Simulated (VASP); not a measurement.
Sb, 1 atom in the cell. Symmetry: Pm-3m, No. 221, cubic system. The conventional cell has a = 3.160 Å, b = 3.160 Å, c = 3.160 Å, α = 90.00°, β = 90.00°, γ = 90.00°. Sb (site symmetry m-3m) has 6 Sb at 3.16 Å as nearest neighbours. This isn't the form of Sb at room conditions, which is rhombohedral.

```yaml
Program: VASP 6.6.1
Task: single point
Functional: LDA
Potentials_or_basis: VASP PAW LDA potentials, release 64 (Sb)
Cutoff: 520 eV
k_mesh: 8 × 8 × 8
Occupations: gaussian, width 0.1 eV
Spin: no spin polarisation
Further_INCAR_settings: ALGO = Normal; EDIFF = 1.00e-06; NBANDS = 8
```

Potentials or basis: VASP PAW LDA potentials, release 64 (Sb).

Command:

```sh
$ python run.py
```

Hardware: 1 thread of Intel(R) Xeon(R) Platinum 8488C (Sapphire Rapids), with other jobs on the host.

Task: How long does it take, and how much memory?

Result: It took 5.1 s on 1 thread of Intel(R) Xeon(R) Platinum 8488C (Sapphire Rapids), on a shared host, peak memory 0.12 GiB. Counts: scf iterations 9, k points 35.
